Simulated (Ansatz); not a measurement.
Input and command of a plane-wave DFT calculation in Ansatz:

```yaml
crystal:
  lattice:
    - [3.6045556755, 0.0, 0.0]
    - [-1.8022778378, 3.1216367844, 0.0]
    - [0.0, 0.0, 25.300875847]
  atoms:
    - { symbol: O, position: [0.6666666667, 0.3333333333, 0.2964324257] }
    - { symbol: O, position: [0.0, 0.0, 0.3545945898] }
    - { symbol: Hf, position: [0.6666666667, 0.3333333333, 0.3836756718] }
    - { symbol: O, position: [0.3333333333, 0.6666666667, 0.4127567539] }
    - { symbol: O, position: [0.6666666667, 0.3333333333, 0.470918918] }
    - { symbol: Hf, position: [0.3333333333, 0.6666666667, 0.5] }
    - { symbol: O, position: [0.0, 0.0, 0.529081082] }
    - { symbol: O, position: [0.3333333333, 0.6666666667, 0.5872432461] }
    - { symbol: Hf, position: [0.0, 0.0, 0.6163243282] }
    - { symbol: O, position: [0.6666666667, 0.3333333333, 0.6454054102] }
    - { symbol: O, position: [0.0, 0.0, 0.7035675743] }
basis:
  ecutwfc: 420
kpoints:
  mp_grid: { grid: [2, 2, 1] }
hamiltonian:
  xc: pbe
scf:
  occupations: { method: gaussian, width: 0.05 }
output:
  forces: true
  stress: true
  eigenvalues: true
efield:
  axis: 3
  dipole_correction: true
  ramp_width: 0.04
```

```bash
ansatz run input.yaml --threads 1 --pin off --max-ram 2560MiB --backend cpu --events-out ev --progress --plain --runs-dir out
```

Processor: Oxide Virtual Turin-like Processor (Zen 5), 1 thread, on a host shared with other jobs.

Problem. How long does it run, and how much memory does it take?

Solution. About 6.3 s on 1 thread of Oxide Virtual Turin-like Processor (Zen 5), on a shared host, peak memory 0.54 GiB. It solves 76 bands at 2 k points (the mesh reduced by symmetry) with about 5509 plane waves, in 14 SCF iterations.
